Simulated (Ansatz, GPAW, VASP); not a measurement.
PbSe: 3 runs at one level of theory

```
Pb Se
1.0
     0.00000    3.06065    3.06065
     3.06065    0.00000    3.06065
     3.06065    3.06065    0.00000
Pb Se
1 1
Direct
  0.00000 0.00000 0.00000
  0.50000 0.50000 0.50000
```

Alike in all runs: task single point; functional PBE; k mesh 8 × 8 × 8; occupations gaussian, width 0.026 eV; no spin polarisation; no spin-orbit coupling. Pressure is positive in compression and, in plane waves, holds the error of the finite cutoff.

```tsv
program and potentials	plane-wave cutoff (eV)	notes	band gap (eV)	pressure (GPa)
VASP, PBE PAW files Pb_d, Se, 520 eV	520	-	0.29	2.41
Ansatz, all-electron LAPW, scalar-relativistic	-	-	0.28	2.43
GPAW, GPAW PAW data sets (gpaw-data 1.2.1)	600	-	0.24	2.22
```

The band gap spans 0.24 (GPAW, GPAW PAW data sets (gpaw-data 1.2.1)) to 0.29 eV (VASP, PBE PAW files Pb_d, Se, 520 eV), with all-electron results at 0.28. The pressure spans 2.22 (GPAW, GPAW PAW data sets (gpaw-data 1.2.1)) to 2.43 GPa (Ansatz, all-electron LAPW, scalar-relativistic), with all-electron results at 2.43. Spin-orbit coupling, left out here, moves the band edges of heavy atoms.

Differences between rows come from potentials, basis sets and numerical settings, since the functional is the same but for its coding. Runs on potential files found faulty are left out.
